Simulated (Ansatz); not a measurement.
The system is H.

```
CELL_PARAMETERS angstrom
-1.69153 1.69153 2.05847
1.69153 -1.69153 2.05847
1.69153 1.69153 -2.05847
ATOMIC_POSITIONS crystal
H 0.09014 0.09014 0.00000
H 0.90986 0.90986 0.00000
```

| Item | Value |
| --- | --- |
| Program | Ansatz 0.2.0 |
| Task | relaxation of cell and atoms |
| Functional | revPBE |
| Potentials or basis | Ansatz PAW |
| Cutoff | 420 eV (not typed: the program's choice for these potentials) |
| k mesh | 11 × 11 × 11 |
| Occupations | fermi-dirac, width 0.05 eV |
| Spin | no spin polarisation |

At the start: volume 11.78 Å³/atom.

Question: How do energy, volume and symmetry change on relaxing?

Answer: It ends after 18 steps and the volume is 24.67 Å³/atom (+109.5 %); space group I4/mmm (No. 139, to 0.05 Å).

The path:
```csv
step,energy change (eV),largest force (eV/Å),volume (Å³)
1,0.0000,0.0791,23.56
2,-0.0066,0.0260,24.94
3,-0.0154,0.0800,28.77
4,-0.0152,0.0874,31.43
5,-0.0152,0.0058,31.56
6,-0.0320,0.0052,31.56
7,-0.0341,0.0425,35.30
8,-0.0333,0.0015,37.40
9,-0.0309,0.0297,39.75
10,-0.0307,0.0067,39.86
11,-0.0426,0.0068,39.86
12,-0.0413,0.0229,43.58
13,-0.0367,0.0545,48.26
14,-0.0334,0.0087,50.67
15,-0.0357,0.0190,49.03
16,-0.0354,0.0264,49.27
17,-0.0353,0.0009,49.35
18,-0.0458,0.0014,49.35
```

Final structure:
```yaml
crystal:
  lattice:
    - [-2.16700, 2.16700, 2.62726]
    - [2.16700, -2.16700, 2.62726]
    - [2.16700, 2.16700, -2.62726]
  atoms:
    - { symbol: H, position: [0.07113, 0.07113, 0.00000] }
    - { symbol: H, position: [0.92887, 0.92887, 0.00000] }
```

Caveat: the potentials were made for another functional, which shifts forces and pressure; the volume moved by over 15 % at a fixed basis, so the end points are rough; the plane-wave basis is chosen anew once the cell has moved, so the energies of steps on either side of that aren't comparable.
